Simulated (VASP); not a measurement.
A run of VASP 6.6.1 is set up as follows.

Contents of POSCAR:

```
CaSe
1.0
    0.0000000000     -2.9560000000     -2.9560000000
    2.9560000000      0.0000000000     -2.9560000000
    2.9560000000     -2.9560000000      0.0000000000
Ca Se
1 1
Direct
    0.0000000000      0.0000000000      0.0000000000
    0.5000000000      0.5000000000      0.5000000000
```

Contents of INCAR.step1:

```
SYSTEM = CaSe
PREC = Accurate
ENCUT = 520
ISMEAR = 0
SIGMA = 0.1
LREAL = .FALSE.
LASPH = .TRUE.
NELM = 60
NBANDS = 15
GGA = PE
ALGO = Normal
EDIFF = 1E-4
LWAVE = .TRUE.
LCHARG = .FALSE.
```

Contents of INCAR.step2:

```
SYSTEM = CaSe
PREC = Accurate
ENCUT = 520
EDIFF = 1E-7
ISMEAR = 0
SIGMA = 0.1
LREAL = .FALSE.
LASPH = .TRUE.
NELM = 60
ALGO = Normal
ISIF = 2
LWAVE = .FALSE.
LCHARG = .TRUE.
METAGGA = R2SCAN
LMIXTAU = .TRUE.
LELF = .TRUE.
LVHAR = .TRUE.
NBANDS = 15
ISTART = 1
```

File KPOINTS:

```
Automatic mesh
0
G
  6 6 6
  0 0 0
```

Potentials or basis: VASP PAW PBE potentials, release 64 (Ca_sv, Se).

Run with:

```console
$ cat potpaw_PBE.64/Ca_sv/POTCAR potpaw_PBE.64/Se/POTCAR > POTCAR
$ cp INCAR.step1 INCAR
$ mpirun -np 1 vasp_std > vasp.out
$ cp INCAR.step2 INCAR
$ mpirun -np 1 vasp_std > vasp.out
```

Task: Estimate the band gap on the k mesh.

Result: 2.49 eV, indirect (least direct gap 3.44 eV).

Task: What does it give for the pressure?

Result: 0.9 GPa.

Caveat: the PAW data sets were made with another functional, which shifts forces and pressure a little.

**Measured values to compare with.**

A printed reference work, monograph, original work of 1988 reports, for a bulk crystal of CaSe at 2 K: band gap 3.85 eV (indirect).

A measured gap of CaSe is 3.85 eV (indirect; 2 K; a printed reference work, monograph, original work of 1988); the calculated 2.49 eV misses it by -1.36 eV. Spin-orbit coupling on Se is left out. The value is that of r2SCAN on a finite k mesh, which can miss the band edges, without temperature or zero-point motion.
